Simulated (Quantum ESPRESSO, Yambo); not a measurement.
# A GW chain in Yambo: InP (F-43m), part 3 of 3

Wanted: ground state, empty states, screening and self-energy for InP (F-43m).

Quantum ESPRESSO 7.5 and Yambo 5.3.0; PBE and many-body steps on it, plane waves. Known limits of the many-body steps: not at the basis limit; exchange with frozen shells missing; no spin-orbit coupling; coarse k mesh.

So far. Step 3 (Bands along the symmetry lines): The gap is 0.709 eV, as in the run before at this level. Step 4 (Empty states on the mesh, 4×4×4 mesh, 123 bands): On this mesh the gap is 0.709 eV.

The database entry behind the starting cell differs from later determinations by our own check (0.1 to 0.3 % short, probably kX units), so it need not match the best structure at ambient conditions.

## (6) Screening and self-energy, 4×4×4 mesh, 123 bands, screening to 129.3 eV

Now the one-shot GW correction: screening in the RPA, then the self-energy of the levels asked for.

This step: G0W0 on PBE, plane waves, norm-conserving pseudopotentials.

The input, gw1.in:

```
HF_and_locXC
gw0
dyson
ppa
em1d
rim_cut
RandQpts= 1000000
RandGvec= 1 RL
EXXRLvcs= 62 Ry
VXCRLvcs= 248 Ry
Chimod= "HARTREE"
% BndsRnXp
 1 | 123 |
%
NGsBlkXp= 9.5 Ry
% LongDrXp
 1 | 1 | 1 |
%
% GbndRnge
 1 | 123 |
%
DysSolver= "n"
ExtendOut
PPAPntXp= 27.21138 eV
% QPkrange
 1 | 8 | 7 | 14 |
%
```

Launch:

```console
$ OMP_NUM_THREADS=1 mpirun -n 8 yambo -F gw1.in -J gw1 -C gw1 > gw1.log
```

What it wrote:

```text
 Yambo, version 5.3.0

 [02] CORE Variables Setup
 =========================

  [... cell, symmetries and grids as in the set-up ...]

  [02.05] Energies & Occupations
  ==============================

  [X] === General ===
  [X] Electronic Temperature                        :  0.000000  0.000000 [eV K]
  [X] Bosonic    Temperature                        :  0.000000  0.000000 [eV K]
  [X] Finite Temperature mode                       : no
  [X] El. density                                   :  0.35762E+24 [cm-3]
  [X] Fermi Level                                   :  7.148146 [eV]

  [X] === Gaps and Widths ===
  [X] Conduction Band Min                           :  0.709402 [eV]
  [X] Valence Band Max                              :  0.000000 [eV]
  [X] Filled Bands                                  :   9
  [X] Empty Bands                                   :   10  123
  [X] Direct Gap                                    :  0.709402 [eV]
  [X] Direct Gap localized at k                     :  1
  [X] Indirect Gap                                  :  0.709402 [eV]
  [X] Indirect Gap between kpts                     :  1  1
  [X] Last valence band width                       :  2.910621 [eV]
  [X] 1st conduction band width                     :  3.585710 [eV]

 [03] Transferred momenta grid and indexing
 ==========================================

 IBZ Q-points                                      :   8
 BZ  Q-points                                      :   64

 K/Q-points units:
 rlu = crystal or reduced units; cc = cartesian coordinates; iku = interal k-units

 Q [1]          [rlu]:  0.000000  0.000000  0.000000
 Q [2]          [rlu]:  0.54193E-16  0.26437E-16  0.25000
 Q [3]          [rlu]: -0.10839E-15 -0.52875E-16 -0.50000
 Q [4]          [rlu]:  0.87374E-19  0.25000      0.25000
 Q [5]          [rlu]:  0.23853E-16  0.25000      0.50000
 Q [6]          [rlu]:  0.44978E-16  0.25000     -0.25000
 Q [7]          [rlu]: -0.17475E-18 -0.50000     -0.50000
 Q [8]          [rlu]:  0.250000 -0.500000 -0.250000

 [04] Coloumb potential Random Integration (RIM)
 ===============================================

  [04.01] RIM initialization
  ==========================

  * Diagonal components only detected *

  8 x (sBL volume)        :  0.091285 [a.u.]
  sBZ random points       :  1000000
  Points outside the sBZ  :   7999624
  RL volume               :  0.730277 [a.u.]
  Integrated volume       :  0.730312 [a.u.]

  [04.02] RIM integrals
  =====================

  Gamma point sphere radius             :  0.081674 [a.u.]
  Points outside the sphere             :   799635
  [Int_sBZ(q=0) 1/q^2]*(Vol_sBZ)^(-1/3) =:  7.763403
                                 should be <:  7.795600

  Summary of Coulomb integrals for non-metallic bands |Q|[au] RIM/Bare

  Q [1] 0.100000E-4 0.995870 * Q [2] 0.245646 1.064378
  Q [4] 0.283648 1.062979 * Q [6] 0.401138 1.025806
  Q [5] 0.470377 1.018843 * Q [3] 0.491292 1.016674
  Q [7] 0.567295 1.013309 * Q [8] 0.634256 1.010147

 [05] Dipoles
 ============

  [05.01] Setup: observables and procedures
  =========================================

 [06] Dynamic Dielectric Matrix (PPA)
 ====================================

 [SLK-Inversion]  Pools        :  2
 [SLK-Inversion]  BLACS grid   :  2  2

 [WR./gw1//ndb.pp]---------------------------------------------------------------
  Brillouin Zone Q/K grids (IBZ/BZ)                :    8   64    8   64
  RL vectors                                       :   3479 [WF]
  Coulomb cutoff potential                         : none
  Electronic Temperature                           :  0.000000 [K]
  Bosonic    Temperature                           :  0.000000 [K]
  PPA    diel. fun.  energies                      : Perdew, Burke & Ernzerhof(X)+Perdew, Burke & Ernzerhof(C)
  wavefunctions                                    : Perdew, Burke & Ernzerhof(X)+Perdew, Burke & Ernzerhof(C)
  Global Gauge                                     : length
  X matrix size                                    :  181
  X band range                                     :    1  123
  X e/h energy range                               : -1.000000 -1.000000 [eV]
  X Time ordering                                  : R
  X Hxc Kernel                                     : HARTREE
  X Drude frequency                                :  0.000000  0.000000
  X poles                                          :  100.0000 [o/o]
  RL vectors in the sum                            :   3479
  [r,Vnl] included                                 : yes
  Field direction                                  :  0.577350E-5  0.577350E-5  0.577350E-5
  BZ energy Double Grid                            : no
  BZ energy DbGd points                            : 0
  BZ Q point size factor                           : -1.000000
  X Optical Averaged directions                    : none

 [07] Local Exchange-Correlation + Non-Local Fock
 ================================================

 [VXC] Plane waves :  22227
 [EXS] Plane waves :  2837

 QP @ state[ 1 ] K range:   1   8
 QP @ state[ 1 ] b range:   7  14

 [xc] Functional : Perdew, Burke & Ernzerhof(X)+Perdew, Burke & Ernzerhof(C)
 [xc] LIBXC used to calculate xc functional
  PP Number of Atomic Species                      :  2
  NLCC RL compoments                               :  22227
  PP Number of Atomic Species                      :  2
  NLCC RL compoments                               :  22227

 [xc] E_xc :  -9.123537 [Ha]
      E_xc :  -18.24707 [Ry]

  Local XC kind (lXC) : Perdew, Burke & Ernzerhof(X)+Perdew, Burke & Ernzerhof(C)
  Non-Local XC kind (nlXC) : Hartree-Fock

  Corrections @ K [1] :  [eV]
 <7|nlXC|7> = -14.09364  0.12488E-16 <7|lXC|7> = -12.52832  0.70806E-16
 <8|nlXC|8> = -14.09352 -0.34973E-17 <8|lXC|8> = -12.52832  0.23602E-16
 <9|nlXC|9> = -14.09362 -0.13717E-16 <9|lXC|9> = -12.52832 -0.18882E-15
 <10|nlXC|10> = -7.566930 -0.11077E-16 <10|lXC|10> = -11.29082  0.000000
 <11|nlXC|11> = -6.418752  0.20669E-17 <11|lXC|11> = -10.21593  0.18882E-15
 <12|nlXC|12> = -6.418475 -0.38277E-17 <12|lXC|12> = -10.21593 -0.94408E-16
 <13|nlXC|13> = -6.418683 -0.39822E-18 <13|lXC|13> = -10.21593  0.000000
 <14|nlXC|14> = -3.578195  0.71614E-18 <14|lXC|14> = -8.525433  0.000000

  Corrections @ K [2] :  [eV]
 <7|nlXC|7> = -14.45736  0.62335E-17 <7|lXC|7> = -11.59172  0.47204E-16
 <8|nlXC|8> = -14.04103  0.26207E-19 <8|lXC|8> = -12.13815  0.47204E-16
[...]
Corrections @ K [3] :  [eV]
[...]
Corrections @ K [4] :  [eV]
[...]
Corrections @ K [5] :  [eV]
[...]
[... 2 further k-points ...]
  Corrections @ K [8] :  [eV]
[...]
<10|nlXC|10> = -5.333942 -0.29938E-17 <10|lXC|10> = -9.673880 -0.47204E-15
 <11|nlXC|11> = -7.029804 -0.11448E-17 <11|lXC|11> = -11.87846  0.23602E-16
 <12|nlXC|12> = -5.285784  0.22037E-17 <12|lXC|12> = -9.834076 -0.23602E-16
 <13|nlXC|13> = -4.765382 -0.23166E-17 <13|lXC|13> = -9.259490  0.47204E-16
 <14|nlXC|14> = -5.013371 -0.11054E-17 <14|lXC|14> = -10.93041 -0.15489E-16

  [07.01] Hartree-Fock occupations report
  =======================================

  [Hartree-Fock] === General ===
  [Hartree-Fock] Electronic Temperature             :  0.000000  0.000000 [eV K]
  [Hartree-Fock] Bosonic    Temperature             :  0.000000  0.000000 [eV K]
  [Hartree-Fock] Finite Temperature mode            : no
  [Hartree-Fock] El. density                        :  0.35762E+24 [cm-3]
  [Hartree-Fock] Fermi Level                        :  7.148146 [eV]

  [Hartree-Fock] === Gaps and Widths ===
  [Hartree-Fock] Conduction Band Min                :  4.433297 [eV]
  [Hartree-Fock] Valence Band Max                   : -1.565296 [eV]
  [Hartree-Fock] Filled Bands                       :   9
  [Hartree-Fock] Empty Bands                        :   10  123
  [Hartree-Fock] Direct Gap                         :  5.998593 [eV]
  [Hartree-Fock] Direct Gap localized at k          :  1
  [Hartree-Fock] Indirect Gap                       :  5.998593 [eV]
  [Hartree-Fock] Indirect Gap between kpts          :  1  1
  [Hartree-Fock] Last valence band width            :  4.344179 [eV]
  [Hartree-Fock] 1st conduction band width          :  4.201754 [eV]

 [08] Dyson equation: Newton solver
 ==================================

  [08.01] G0W0 (W PPA)
  ====================

  [  GW  ] Bands range     :    1  123
  [GW/PPA] G damping       :  0.100000 [eV]

  QP @ state[ 1 ] K range:   1   8
  QP @ state[ 1 ] b range:   7  14

   Sc/G bands                                       :    1  123
   Sc/G damping                                     :  0.100000 ev
   Sc bands terminator                              : no
   Sx RL components                                 :  2837

   QP @ state[ 1 ] K range                          :   1   8
   QP @ state[ 1 ] b range                          :   7  14
   GF energies kind                                 : Perdew, Burke & Ernzerhof(X)+Perdew, Burke & Ernzerhof(C)
   GF WF`s kind                                     : Perdew, Burke & Ernzerhof(X)+Perdew, Burke & Ernzerhof(C)
   Xs energies kind                                 : Perdew, Burke & Ernzerhof(X)+Perdew, Burke & Ernzerhof(C)
   Xs WF`s kind                                     : Perdew, Burke & Ernzerhof(X)+Perdew, Burke & Ernzerhof(C)

 [11] Game Over & Game summary
```

Run time: 2.2 min. Hardware: 8 MPI ranks of Arm Neoverse V1, shared host; peak memory 2.9 GiB; 17 min of CPU time.

Numbers from this step:

- G0W0 gap on the mesh: 1.046 eV
- starting gap on the mesh: 0.7094 eV
- k of the valence top: 0, 0, 0
- k of the conduction bottom: 0, 0, 0
- least direct G0W0 gap on the computed points: 1.046 eV
- Z at the valence top: 0.7821
- Z at the conduction bottom: 0.7940

The gap on the mesh goes from 0.71 eV to 1.05 eV, a correction of +0.34 eV.

Limits: finite bands, cutoff and mesh; exchange with frozen shells missing; no spin-orbit coupling; coarse k mesh. v1 is the top filled band, c1 the lowest empty one. Levels before and after the correction, in eV, zero at the valence-band top of each column:

```csv
,conduction bottom,valence top
Kohn-Sham,0.71,0.00
G0W0,1.05,0.00
```

```
             level  energy (eV)
Kohn-Sham  Γ v3-v1        0.000
Kohn-Sham     Γ c1        0.709
Kohn-Sham  Γ c2-c4        4.088
     G0W0  Γ v3-v1        0.000
     G0W0     Γ c1        1.046
     G0W0  Γ c2-c4        4.359
```

## (7) Where the time went

Times are wall times on the hardware named with each run, good to a factor of about two.

| step | time | share | memory (GiB) |
| --- | --- | --- | --- |
| ground state | 2.5 s | 2 % | 0.43 |
| bands along the symmetry lines | 2.6 s | 2 % | 0.39 |
| empty states on the mesh | 4.4 s | 3 % | 0.47 |
| conversion and set-up | 2.4 s | 2 % | 0.24 |
| screening and self-energy | 2.2 min | 92 % | 2.9 |

## (8) Outcome

| Item | Value |
| --- | --- |
| PBE gap | 0.71 eV, direct |
| G0W0 gap on the mesh | 1.05 eV |
| GW settings | 4×4×4 mesh, 123 bands, screening to 129.3 eV, Godby-Needs plasmon pole |
| known limits | not at the basis limit; exchange with frozen shells missing; no spin-orbit coupling; coarse k mesh |

In words: G0W0 moves the gap on the mesh from 0.71 eV to 1.05 eV (+0.34 eV), with Z of 0.78 and 0.79 at the edges. The dearest step here is «screening and self-energy». Bands and cutoff are finite, so the gap is not at the basis limit. The miss can reach some tenths of an eV and take either sign; the mesh is an error of its own. The 4×4×4 mesh is coarse for this cell, which bears on the long-range parts of exchange and screening. The norm-conserving file of at least one element keeps a d shell over frozen s and p shells of the same row. Exchange with those shells is missing from the self-energy, an error of 0.3 to 0.9 eV in cases checked, whose sign depends on which edge lies on those atoms. The many-body steps are scalar-relativistic: spin-orbit coupling is not in them.

[Paths, hosts, dates, memory and timing lines, banners, echoed tables and standing remarks are left out of the program output.]

[Logs are printed without paths, hosts, clocks, repeated set-up lines and the standing remarks that a program may print on its own settings, such as how far it seeks lower states.]

[Runs of the session that timed out or met a known fault of the program may be left out.]

[Hosts, paths, dates, database ids (printed as entryN), source tags and the programs' standing remarks are cut or masked in the printed files.]
